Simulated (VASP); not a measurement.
AlH3, 4 atoms in the cell. The cell holds a molecule in a box, 4 atoms: a = 12.000 Å, b = 11.000 Å, c = 12.000 Å, α = 90.00°, β = 90.00°, γ = 90.00°. 

```yaml
Program: VASP 6.6.1
Task: single point
Functional: PBE
Potentials_or_basis: VASP PAW PBE potentials, release 64 (Al, H)
Cutoff: 520 eV
k_mesh: 1 × 1 × 1
Occupations: gaussian, width 0.01 eV
Spin: no spin polarisation
Further_INCAR_settings: ALGO = Normal; EDIFF = 1e-07; NBANDS = 11
```

Potentials or basis: VASP PAW PBE potentials, release 64 (Al, H).

Run with:

```console
$ cat potpaw_PBE.64/Al/POTCAR potpaw_PBE.64/H/POTCAR > POTCAR
$ mpirun -np 1 vasp_gam > vasp.out
```

Hardware: 1 thread of Intel(R) Xeon(R) Platinum 8259CL CPU @ 2.50GHz (Skylake/Cascade Lake), on a shared host.

Problem. How long does it take, and how much memory?

Solution. Run time: 2.1 min on 1 thread of Intel(R) Xeon(R) Platinum 8259CL CPU @ 2.50GHz (Skylake/Cascade Lake), with other jobs on the host, peak memory 1.1 GiB. Counts: scf iterations 24, k points 1.
